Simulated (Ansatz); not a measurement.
## Tl under strains and displacements

Computed with Ansatz, DFT PBEsol, scalar-relativistic, plane waves, PAW.

Plane waves to 420 eV, a k mesh through Γ of 14×14×14 on the computed 1-atom cell and Gaussian smearing (0.10 eV); no spin polarisation.

Reference cell:

```xyz
1
Lattice="0.0000 2.4663 2.4663 2.4663 0.0000 2.4663 2.4663 2.4663 0.0000" Properties=species:S:1:pos:R:3 pbc="T T T"
Tl    0.0000    0.0000    0.0000
```

Each variant moves atoms of this cell by the vectors given, if any (Å), and then applies a symmetric strain (tensor components, Cartesian axes). The reference cell isn't relaxed at this level. Energies are per atom at zero smearing, counted from the lowest variant. Pressure is positive in compression.

1. strain (xx yy zz yz xz xy, %) -1.50 -1.50 -1.50 0.00 0.00 0.00
2. strain (xx yy zz yz xz xy, %) -2.54 -2.54 -2.54 0.00 0.00 0.00
3. strain (xx yy zz yz xz xy, %) -3.75 -3.75 -3.75 0.00 0.00 0.00
4. strain (xx yy zz yz xz xy, %) -3.00 -3.00 -3.00 0.00 0.00 0.00
5. strain (xx yy zz yz xz xy, %) 0.27 0.27 0.27 0.00 0.00 0.00

```csv
result,ΔE (meV/atom),P (GPa)
A,0.0,-0.37
B,3.9,1.44
C,12.2,-1.98
D,11.6,2.55
E,1.1,0.84
```

Task: Which variant gave which result?

Result: A is 1, B is 4, C is 5, D is 3, E is 2. The pressure falls as the cell grows: from the smallest volume to the largest the variants are 3, 4, 2, 1, 5.

Spin–orbit coupling is left out, which can shift energies with elements as heavy as these.

This fcc form isn't the element's structure at ambient conditions.